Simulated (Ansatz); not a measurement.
Crystal: WC.

```xyz
2
Lattice="1.6403 -2.1180 0.0000 1.6403 2.1180 0.0000 0.0000 0.0000 4.3094" Properties=species:S:1:pos:R:3 pbc="T T T"
W     1.6403    0.0000    2.1547
C     0.0000    0.0000    0.0000
```

The cell was built by a generator and needn't be a form met in nature.

```yaml
Program: Ansatz 0.2.0
Task: relaxation of cell and atoms
Functional: revPBE
Potentials_or_basis: Ansatz PAW
Cutoff: "420 eV (not typed: the program's choice for these potentials)"
k_mesh: 10 × 10 × 6
Occupations: fermi-dirac, width 0.05 eV
Spin: no spin polarisation
```

At the start: volume 14.97 Å³/atom.

Where does the relaxation end?

It ends after 20 steps and the volume is 11.99 Å³/atom (-19.9 %); space group Cmmm (No. 65, to 0.05 Å).

Step by step:
| step | energy change (eV) | largest force (eV/Å) | volume (Å³) |
| --- | --- | --- | --- |
| 1 | 0.0000 | 0.0000 | 29.94 |
| 2 | -0.7151 | 0.0000 | 27.70 |
| 3 | -1.4421 | 0.0000 | 25.94 |
| 4 | -2.1624 | 0.0000 | 24.42 |
| 5 | -2.7932 | 0.0000 | 23.22 |
| 6 | -3.3223 | 0.0000 | 22.27 |
| 7 | -3.6767 | 0.0000 | 22.00 |
| 8 | -3.7882 | 0.0000 | 22.84 |
| 9 | -3.8344 | 0.0000 | 23.16 |
| 10 | -3.8368 | 0.0000 | 23.40 |
| 11 | -3.8370 | 0.0000 | 23.39 |
| 12 | -3.8370 | 0.0000 | 23.40 |
| 13 | -3.8582 | 0.0000 | 23.40 |
| 14 | -3.8622 | 0.0000 | 23.61 |
| 15 | -3.8638 | 0.0000 | 23.82 |
| 16 | -3.8639 | 0.0000 | 23.92 |
| 17 | -3.8639 | 0.0000 | 23.95 |
| 18 | -3.8649 | 0.0000 | 23.95 |
| 19 | -3.8648 | 0.0000 | 23.98 |
| 20 | -3.8649 | 0.0000 | 23.98 |

Final structure:
```xyz
2
Lattice="1.4722 -2.6943 0.0000 1.4722 2.6943 0.0000 0.0000 0.0000 3.0231" Properties=species:S:1:pos:R:3 pbc="T T T"
W     1.4722    0.0000    1.5116
C     0.0000    0.0000    0.0000
```

Caveat: the volume moved by over 15 % at a fixed basis, so the end points are rough; the plane-wave basis is chosen anew once the cell has moved, so the energies of steps on either side of that aren't comparable; the PAW data sets come from PBE, with cores solved anew for the run's functional, which leaves a small shift of forces and pressure.
